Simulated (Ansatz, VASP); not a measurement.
Te2Mo: VASP beside Ansatz

```
Te Mo
1.0
     3.51820    0.00000    0.00000
    -1.75910    3.04685    0.00000
     0.00000    0.00000   13.97360
Te Mo
4 2
Direct
  0.33333 0.66667 0.62100
  0.66667 0.33333 0.12100
  0.33333 0.66667 0.87900
  0.66667 0.33333 0.37900
  0.33333 0.66667 0.25000
  0.66667 0.33333 0.75000
```

Alike in both runs: task single point; functional r2SCAN; k mesh 12 × 12 × 2; occupations gaussian, width 0.05 eV; no spin polarisation.

|  | VASP | Ansatz |
| --- | --- | --- |
| version | VASP 6.6.1 | Ansatz 0.2.0 |
| potentials or method | VASP PAW PBE potentials, release 64 (Te, Mo_sv) | scalar-relativistic, plane waves, PAW |
| plane-wave cutoff (eV) | 520 | 500 |
| valence electrons in the cell | 52 | 92 |

Ansatz gave:

| Quantity | Value |
| --- | --- |
| gap on the k mesh at the Fermi level (eV) | 0.87 |
| least direct gap on the mesh (eV) | 1.13 |
| pressure (GPa) | 2.2 |
| largest component of the traceless stress (GPa) | 0.47 |
| rms of the force components (eV/Å) | 0.037 |

Q: Which values does VASP return?

A: gap on the k mesh at the Fermi level (eV): 0.86; least direct gap on the mesh (eV): 1.13; pressure (GPa): 2.4; largest component of the traceless stress (GPa): 0.40; rms of the force components (eV/Å): 0.024.

Atom by atom the forces differ by 0.012 eV/Å (rms over components). The two sets of potentials don't hold the same shells in valence.

Caveats: the PAW data sets were made with another functional, which shifts forces and pressure a little (VASP); spin-orbit coupling is left out, which moves the levels of the heavy elements. A k mesh can miss the band edges. r2SCAN opens gaps a little over a GGA but as a rule still falls short of measured ones.
